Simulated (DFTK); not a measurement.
Runs of DFTK 0.8.2 on Te. The structure is trigonal, space group P3_121 (No. 152). Conventional cell: a = 4.454 Å, b = 4.454 Å, c = 5.924 Å, α = 90.00°, β = 90.00°, γ = 120.00°. Te (site symmetry 2) is surrounded by 2 Te at 2.86 Å. 

| task | level | potentials or basis | k mesh | cutoff (eV) | valence electrons | SCF solver | mesh quality | gap on the mesh (eV) | pressure (GPa) | largest force (eV/Å) |
| --- | --- | --- | --- | --- | --- | --- | --- | --- | --- | --- |
| band structure | PBEsol | cp2k.nc.sr.pbe.v0_1.semicore.gth (PBE, GTH) | 7 × 7 × 5 | 544 | Te 6 | - | not flagged | - | 0.2 | (a) |
| single point | PBEsol | dojo.nc.sr.pbesol.v0_4_1.standard.upf (PBEsol) | 7 × 7 × 5 | 1088 | Te 16 | - | not flagged | 0.58 | (c) | 0.15 |
| band structure | r2SCAN | cp2k.nc.sr.pbe.v0_1.semicore.gth (PBE, GTH) | 5 × 5 × 4 | 707 | Te 6 | ScfAndersonSolver | not flagged | 0.57 | (b) | 0.07 |
| band structure | LDA | cp2k.nc.sr.lda.v0_1.largecore.gth (LDA, GTH) | 7 × 7 × 5 | 544 | Te 6 | - | not flagged | - | -1.8 | 0.11 |

Alike in all rows: no spin polarisation; cell as given; smearing fermi-dirac 0.05 eV.

Question: Estimate the missing entries.

Answer: (a) 0.34; (b) 1.5; (c) -0.8.

Caveats: spin-orbit coupling is left out, which moves the levels of the heavy elements; GTH potentials come without recommended cutoffs, and this one wasn't checked for convergence (some runs); the potentials were made for another functional, which shifts forces and pressure (some runs); an odd mesh through Γ misses points on the zone boundary, where band edges often lie (some runs); the mesh misses the band edges, which the band path finds closer together (some runs).

A k mesh can miss the band edges, and the runs leave out spin-orbit coupling on Te.

Runs at the PBE level aren't shown here.
